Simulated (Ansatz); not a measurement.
# Input and output of a self-consistent single point for InN (P3m1, 4 atoms in the cell) (Ansatz)

Level of theory: PBE (plane waves, PAW; Ansatz, a program for electronic structure).

Input as run:

Ansatz 0.2 input:
```yaml
crystal:
  lattice:
    - [1.76115000, -3.05040100, 0.00000000]
    - [1.76115000, 3.05040100, 0.00000000]
    - [0.00000000, 0.00000000, 5.67150000]
  atoms:
    - { symbol: In, position: [0.66666700, 0.33333300, 0.50881600] }
    - { symbol: In, position: [0.33333300, 0.66666700, 0.00000000] }
    - { symbol: N, position: [0.66666700, 0.33333300, 0.87900000] }
    - { symbol: N, position: [0.33333300, 0.66666700, 0.37900000] }
basis:
  ecutwfc: 420.0
kpoints:
  mp_grid: { grid: [8, 8, 5] }
hamiltonian:
  xc: pbe
  pseudopotentials: { kind: paw }
scf:
  occupations: { method: fermi_dirac, width: 0.05 }
output:
  forces: true
  eigenvalues: true
  stress: true
```

Output (repeated stretches shortened):

```
WARN the atoms were moved onto the symmetric positions of the space group found under crystal.symmetry.tolerance 1.0e-5 (fractional …
WARN ansatz: RAYON_NUM_THREADS=1 ignored (pool sized by the plan → 1); use --threads N
Pseudopotentials: kind: paw
Pseudopotential: In, paw, valence charge 13
Pseudopotential: N, paw, valence charge 5
Crystal: 4 atoms, lattice volume = 60.937 Å³
Basis set: ecut = 420 eV, 1165 PW (Γ), exchange–correlation on 48×48×80 points (8 copies of the dense FFT grid, shifted against one another)
Bands: 22, of which v1, the nominal top of the filled ones, is band 18 counted from 1 (17 counted from 0)
Symmetry: 6 space group operations
Space group: P3m1 (ITA 156), of the structure as read, at distance tolerance 3.9e-5 Å
k-points: 40 of 320 (time reversal used)
Initial density: superposition of atomic densities (neutral atoms: chi_scale 0, normalization atom), corrected by the library's trained network
Initial wavefunctions: pseudopotential atomic-orbital guess
Eigensolver: davidson
Functional: x = pbe(κ = 0.804, μ = 0.2195149727645171), c = pbe(β = 0.06672455060314922)
SCF iter   1: F=—  HF=-11963.146962 eV  |F-HF|=—  |Δ(HF+E_count)|=         —  Δρ=2.53e-3  dr2=4.92e-3  ethr=1.77e-3  ⟨swp⟩=6.0  Hψ=3988  notcnv=0
all-band conjugate gradients solve this SCF's bands
preconditioner: auto → Resta (q_TF=auto, 2.499 Å⁻¹)
SCF iter   2: F=—  HF=-11963.146210 eV  |F-HF|=—  |Δ(HF+E_count)|=   7.52e-4  Δρ=9.04e-4  dr2=3.16e-4  ethr=1.37e-5  ⟨swp⟩=2.0  Hψ=1443  notcnv=0
SCF iter   3: F=—  HF=-11963.146296 eV  |F-HF|=—  |Δ(HF+E_count)|=   8.61e-5  Δρ=4.47e-4  dr2=1.09e-4  ethr=8.77e-7  ⟨swp⟩=2.0  Hψ=1597  notcnv=0
SCF iter   4: F=—  HF=-11963.146343 eV  |F-HF|=—  |Δ(HF+E_count)|=   4.67e-5  Δρ=1.18e-4  dr2=1.06e-5  ethr=3.02e-7  ⟨swp⟩=2.6  Hψ=1526  notcnv=0
SCF iter   5: F=—  HF=-11963.146380 eV  |F-HF|=—  |Δ(HF+E_count)|=   3.67e-5  Δρ=8.16e-5  dr2=4.71e-6  ethr=2.94e-8  ⟨swp⟩=2.1  Hψ=1248  notcnv=0
SCF iter   6: F=—  HF=-11963.146380 eV  |F-HF|=—  |Δ(HF+E_count)|=   3.71e-7  Δρ=2.16e-5  dr2=2.76e-7  ethr=1.31e-8  ⟨swp⟩=2.0  Hψ=1079  notcnv=0
SCF iter   7: F=-11963.146380 eV  HF=-11963.146380 eV  |F-HF|=1.61e-8  |Δ(HF+E_count)|=   2.22e-7  Δρ=4.41e-6  dr2=1.30e-8  ethr=2.78e-10  ⟨swp⟩=5.8  Hψ=3886  notcnv=0
SCF 1 converged in 7 iterations: F = -11963.146380 eV  dr2 = 1.30e-8
SCF converged after 7 iterations
Free energy (F): -11963.146380 eV
Harris-Foulkes:  -11963.146380 eV  (|F-HF|=1.61e-8)
Internal energy: -11963.145288 eV  (E = F + TS)
E sigma→0 (E₀):  -11963.145834 eV
Entropy (-TS):   -0.001092 eV (-0.273 meV/atom)
Fermi energy:    9.856866 eV
--- Per-component energies (eV) ---
  E_band       = 4.127436
  E_kinetic    = 749.040464
  E_local      = -2510.375423  (includes V_loc(G=0)·N_el)
  E_nonlocal   = 830.375749
  E_hartree    = 969.578025
  E_xc         = -549.392608
  E_vxc        = -350.041646  (∫ρ·V_xc dr)
  E_paw        = -8570.414034  (= ΣΔE_a)
  E_vpaw       = -654.030107  (= ΣTr[D̂ρ^β])
  E_aug_tail   = 0.000241  (compensation charges beyond the density's cutoff)
  E_ewald      = -2881.957702
  E_smearing   = -0.001092  (= −TS)
  E_closure    = -0.000000  (closes the sum)
  Σ components = -11963.146380   (vs F -11963.146380, Δ=0.00e0)
--- Forces (eV/Å), atoms counted from 1 ---
  atom   1  In    -0.00000000    -0.00000000    -0.92119790
  atom   2  In     0.00000000     0.00000000     0.29001825
  atom   3  N      0.00000000    -0.00000000     0.44964247
  atom   4  N      0.00000000     0.00000000     0.18153275
  max |Σ_I F_I| component: 4.43e-6 eV/Å
--- Stress (GPa, compression-positive) ---
        6.297739       0.000000      -0.000000
        0.000000       6.297739       0.000000
       -0.000000       0.000000       9.807152
  P = ⅓ Tr σ = 7.4675 GPa (74.675 kbar)
  The stress holds the Pulay correction. Without it, at fixed plane waves, as pw.x and ABINIT print it: P = 7.0848 GPa
--- Band table (eV; the first three rows and the last of 40) ---
  k-point 0: bands = ["-5.2218", "-4.8699", "-3.6406", "-3.6395", "-3.6395", "-3.4929", "-3.4929", "-3.3287", "-3.3287", "-3.1451", "-3.1451", "-1.4415", "3.8506", "8.8400", "8.8400", "9.5892", "9.7419", "9.7968", "9.7968", "12.6760", "16.7373", "18.9608"]
  k-point 1: bands = ["-5.1986", "-4.8558", "-3.6403", "-3.6403", "-3.5292", "-3.5049", "-3.5049", "-3.3083", "-3.3083", "-3.1532", "-3.1532", "-1.7981", "4.3961", "8.4149", "8.9227", "8.9227", "9.7084", "9.7084", "10.8294", "12.6504", "16.6642", "18.8257"]
  k-point 2: bands = ["-5.1568", "-4.8430", "-3.6402", "-3.6402", "-3.5240", "-3.5240", "-3.2701", "-3.2701", "-3.1730", "-3.1730", "-3.1575", "-2.5104", "5.6372", "7.0675", "9.1289", "9.1289", "9.4935", "9.4935", "11.8147", "12.4502", "16.7111", "17.4289"]
  k-point 39: bands = ["-5.2221", "-4.9576", "-3.5115", "-3.4840", "-3.4578", "-3.3591", "-3.3012", "-3.2560", "-3.2155", "-3.1887", "-1.2049", "-1.0947", "4.4736", "4.7083", "6.3054", "6.9989", "8.2218", "8.4882", "14.5762", "15.0588", "15.9715", "16.3562"]
```

The run converged in 7 iterations.

The starting cell has typed, rounded lattice constants, without a prior relaxation at this level. Its lattice was rescaled by up to half a per cent. One atom was moved a little off its site on purpose. With a pressure of about 7 GPa the cell is away from its equilibrium volume at this level. Ansatz's pressure includes its estimate of the finite-basis (Pulay) stress. The run gives no clean gap (levels at the Fermi energy touch, overlap or are partly filled at this smearing), which alone does not show that the compound is a metal.
